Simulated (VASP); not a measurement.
**A VASP 6.6.1 single-point calculation on SrO**

INCAR

```
NBANDS = 48
SIGMA = 0.01
IBRION = -1
NELM = 88
LWAVE = .FALSE.
ENCUT = 520
LCHARG = .FALSE.
METAGGA = R2SCAN
PREC = Accurate
EDIFF = 1E-7
NSW = 0
LREAL = .FALSE.
ISMEAR = 0
LASPH = .TRUE.
ISIF = 2
ALGO = Normal
```

KPOINTS

```
KPOINTS created by Atomic Simulation Environment
0
Monkhorst-Pack
8 8 8
0 0 0
```

POSCAR

```
Sr O
 1.0000000000000000
     0.0000000000000000    2.5798923258751905    2.5798923258751905
     2.5798923258751905    0.0000000000000000    2.5798923258751905
     2.5798923258751905    2.5798923258751905    0.0000000000000000
 Sr  O
   1   1
Cartesian
 -0.0000000000000000 -0.0000000000000000 -0.0000000000000000
  2.5798923258751905  2.5798923258751905  2.5798923258751905
```

The recommended PBE PAW datasets give the neutral cell 16 valence electrons.

Command

```
mpirun -np 1 vasp_std
```

Q: How does this run end, and what does it give?

A: It converged. Results: gap between bands v and c on the k mesh 3.93 eV; least direct gap on the k mesh 4.01 eV; pressure 0.5 GPa. Band v is the last that the valence electrons fill when counted band by band, and c is the next.

OSZICAR

```
N       E                     dE             d eps       ncg     rms          rms(c)
DAV:   1     0.838580958313E+02    0.83858E+02   -0.62686E+03  5760   0.335E+02
DAV:   2    -0.313642136046E+02   -0.11522E+03   -0.10739E+03  7032   0.125E+02
DAV:   3    -0.347095512696E+02   -0.33453E+01   -0.33110E+01  7208   0.182E+01
DAV:   4    -0.347196496647E+02   -0.10098E-01   -0.10096E-01  6680   0.104E+00
DAV:   5    -0.347196594904E+02   -0.98257E-05   -0.98257E-05  7040   0.322E-02    0.157E+01
DAV:   6    -0.269062966758E+02    0.78134E+01   -0.50850E-01  8584   0.527E+00    0.146E+01
DAV:   7    -0.270439050388E+02   -0.13761E+00   -0.16790E-01  6944   0.141E+00    0.851E+00
DAV:   8    -0.270593131272E+02   -0.15408E-01   -0.67840E-02  6504   0.102E+00    0.617E-01
DAV:   9    -0.270558034930E+02    0.35096E-02   -0.97378E-04  7376   0.392E-01    0.312E-01
DAV:  10    -0.270557681839E+02    0.35309E-04   -0.32674E-04  6744   0.153E-01    0.173E-01
DAV:  11    -0.270557168056E+02    0.51378E-04   -0.24066E-04  6592   0.929E-02    0.379E-02
DAV:  12    -0.270557128436E+02    0.39619E-05   -0.48365E-05  6920   0.225E-02    0.265E-02
DAV:  13    -0.270557051459E+02    0.76978E-05   -0.18497E-06  7056   0.792E-03    0.122E-02
DAV:  14    -0.270557032421E+02    0.19037E-05   -0.22090E-06  7280   0.620E-03    0.220E-03
DAV:  15    -0.270557031776E+02    0.64496E-07   -0.91982E-08  6896   0.105E-03
   1 F= -.27055703E+02 E0= -.27055703E+02  d E =-.294498E-39
```

The shifted mesh misses Γ, so a band edge there is missed.

For comparison, a separate r²SCAN run of the intended cell, on usual settings and not on those above, gives a gap of 3.75 eV on its mesh and a pressure of 0.5 GPa.
